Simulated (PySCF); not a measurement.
Record of a relaxation.

Compound: aniline, C6H7N.
Bonds: N1–C2, C2–C3 (aromatic), C3–C4 (aromatic), C4–C5 (aromatic), C5–C6 (aromatic), C6–C7 (aromatic), C2–C7 (aromatic). Hydrogens: H8, H9 on N1; H10 on C3; H11 on C4; H12 on C5; H13 on C6; H14 on C7.

Computed by this run: PBE/6-31+G* geometry optimisation, gas phase (PySCF); density fitting, grid level 1; the optimiser is geomeTRIC in internal coordinates, started from a GFN2-xTB structure. The frame can shift and turn from step to step; on so coarse a grid that alone can change the energy by a few meV, and forces under 0.02 eV/Å are noise.

Step 0: E = -7816.0263 eV, largest atomic force 0.612 eV/Å
```
atom  x, y, z in Å  |  force x, y, z in eV/Å
N1      2.277   -0.211    0.201    0.113  -0.155   0.358
C2      0.908   -0.079    0.067    0.254  -0.037   0.060
C3      0.262    1.081    0.494    0.253   0.288   0.104
C4     -1.114    1.181    0.427   -0.185   0.326   0.113
C5     -1.871    0.131   -0.067   -0.610   0.042  -0.020
C6     -1.236   -1.023   -0.494   -0.214  -0.289  -0.154
C7      0.139   -1.131   -0.431    0.226  -0.301  -0.134
H8      2.714   -0.915   -0.371    0.340  -0.288  -0.306
H9      2.801    0.645    0.281    0.375   0.385  -0.025
H10     0.851    1.902    0.879    0.288   0.439   0.224
H11    -1.599    2.086    0.760   -0.231   0.470   0.173
H12    -2.946    0.212   -0.118   -0.559   0.042  -0.026
H13    -1.818   -1.846   -0.884   -0.283  -0.427  -0.200
H14     0.633   -2.033   -0.766    0.233  -0.494  -0.168
```

Step 1: E = -7816.1239 eV, largest atomic force 0.124 eV/Å
```
atom  x, y, z in Å  |  force x, y, z in eV/Å
N1      2.436   -0.117    0.181    0.122  -0.014   0.018
C2      1.050    0.017    0.043    0.043   0.005  -0.017
C3      0.394    1.191    0.470    0.064   0.074   0.042
C4     -1.000    1.293    0.397   -0.056   0.092   0.030
C5     -1.773    0.235   -0.103   -0.082   0.007  -0.006
C6     -1.123   -0.932   -0.533   -0.066  -0.081  -0.042
C7      0.270   -1.045   -0.465    0.054  -0.088  -0.025
H8      2.882   -0.804   -0.429   -0.040   0.013   0.001
H9      2.968    0.753    0.220   -0.041  -0.006  -0.007
H10     0.985    2.025    0.869   -0.004  -0.004   0.001
H11    -1.486    2.215    0.736    0.007  -0.004  -0.001
H12    -2.863    0.318   -0.159   -0.004   0.001  -0.001
H13    -1.708   -1.770   -0.931    0.007   0.003   0.002
H14     0.763   -1.966   -0.799   -0.003   0.003   0.004
```

Step 2: E = -7816.1248 eV, largest atomic force 0.053 eV/Å
```
atom  x, y, z in Å  |  force x, y, z in eV/Å
N1      2.439   -0.117    0.181    0.043  -0.019   0.025
C2      1.052    0.015    0.045   -0.036   0.014  -0.013
C3      0.395    1.192    0.474    0.001  -0.001   0.002
C4     -1.000    1.296    0.399    0.005  -0.013  -0.006
C5     -1.773    0.236   -0.105   -0.022   0.001  -0.001
C6     -1.124   -0.935   -0.534    0.005   0.014   0.005
C7      0.270   -1.049   -0.462    0.009  -0.002   0.003
H8      2.879   -0.800   -0.436   -0.003   0.000  -0.010
H9      2.964    0.757    0.213   -0.003   0.007  -0.008
H10     0.986    2.024    0.875    0.000  -0.003   0.001
H11    -1.486    2.218    0.736    0.001  -0.004  -0.001
H12    -2.862    0.321   -0.164   -0.001   0.000  -0.001
H13    -1.709   -1.772   -0.932    0.002   0.004   0.003
H14     0.764   -1.970   -0.795    0.000   0.002   0.002
```

Step 3: E = -7816.1247 eV, largest atomic force 0.077 eV/Å
```
atom  x, y, z in Å  |  force x, y, z in eV/Å
N1      2.442   -0.119    0.182   -0.002   0.003   0.024
C2      1.053    0.015    0.047   -0.039  -0.004  -0.013
C3      0.395    1.191    0.476   -0.004  -0.026  -0.010
C4     -1.000    1.294    0.398   -0.014   0.019   0.006
C5     -1.776    0.236   -0.106    0.077  -0.005   0.006
C6     -1.123   -0.933   -0.533   -0.015  -0.022  -0.010
C7      0.271   -1.048   -0.460   -0.018   0.029   0.011
H8      2.877   -0.800   -0.440    0.006  -0.001  -0.009
H9      2.965    0.756    0.208    0.010   0.007  -0.005
H10     0.985    2.024    0.878   -0.004   0.001   0.000
H11    -1.486    2.216    0.736    0.000   0.007   0.003
H12    -2.866    0.322   -0.167    0.009  -0.001   0.000
H13    -1.707   -1.771   -0.931   -0.002  -0.007  -0.002
H14     0.764   -1.971   -0.791   -0.004  -0.001   0.000
```

Step 4: E = -7816.1249 eV, largest atomic force 0.025 eV/Å
```
atom  x, y, z in Å  |  force x, y, z in eV/Å
N1      2.441   -0.119    0.182   -0.002  -0.002   0.015
C2      1.053    0.015    0.047   -0.024   0.000  -0.007
C3      0.395    1.191    0.476    0.003  -0.005  -0.002
C4     -1.000    1.295    0.399    0.001  -0.006  -0.002
C5     -1.774    0.236   -0.106    0.007  -0.001   0.002
C6     -1.124   -0.935   -0.533    0.005   0.007   0.004
C7      0.271   -1.049   -0.460   -0.001   0.003   0.001
H8      2.877   -0.799   -0.441    0.005   0.000  -0.006
H9      2.963    0.757    0.207    0.006   0.004  -0.005
H10     0.986    2.023    0.878    0.000   0.002   0.000
H11    -1.486    2.217    0.736   -0.001   0.001   0.001
H12    -2.863    0.322   -0.167    0.000   0.000   0.000
H13    -1.708   -1.772   -0.931   -0.001  -0.001   0.000
H14     0.764   -1.971   -0.791    0.001  -0.002  -0.001
```

Step 5: E = -7816.1249 eV, largest atomic force under 0.02 eV/Å
```
atom  x, y, z in Å  |  force x, y, z in eV/Å
N1      2.441   -0.118    0.183    0.002  -0.010   0.003
C2      1.052    0.015    0.046    0.003   0.007   0.002
C3      0.395    1.191    0.476   -0.008  -0.003  -0.002
C4     -1.000    1.295    0.399    0.003   0.000   0.000
C5     -1.773    0.236   -0.106   -0.001  -0.001   0.000
C6     -1.124   -0.935   -0.533   -0.003  -0.004  -0.001
C7      0.271   -1.050   -0.460    0.002   0.009   0.004
H8      2.877   -0.797   -0.442    0.004   0.000  -0.002
H9      2.962    0.759    0.206    0.001   0.001  -0.003
H10     0.987    2.023    0.878    0.001  -0.001  -0.001
H11    -1.485    2.217    0.737   -0.001   0.000   0.000
H12    -2.863    0.322   -0.166   -0.001  -0.001   0.000
H13    -1.708   -1.772   -0.930   -0.001   0.000   0.000
H14     0.763   -1.972   -0.791    0.000   0.001   0.000
```

**Question.** Summarise the path.

**Answer.** The energy falls by 9.52 kJ/mol from step 0 to step 5; nine tenths of that is first reached at step 1. It never rises by more than 0.2 meV. The largest force goes from 0.612 to under 0.02 eV/Å. Among the bonds N1–C2 changes most (a near tie, within 0.001 Å, with another), from 1.382 to 1.402 Å; the atoms move by 0.036 Å rms after alignment.

The cost below is that of the whole optimisation. Hardware: one thread, Intel Xeon 6975P-C (x86_64), no GPU, on a shared host. Cost: 37 s wall, 0.58 GiB resident at most.
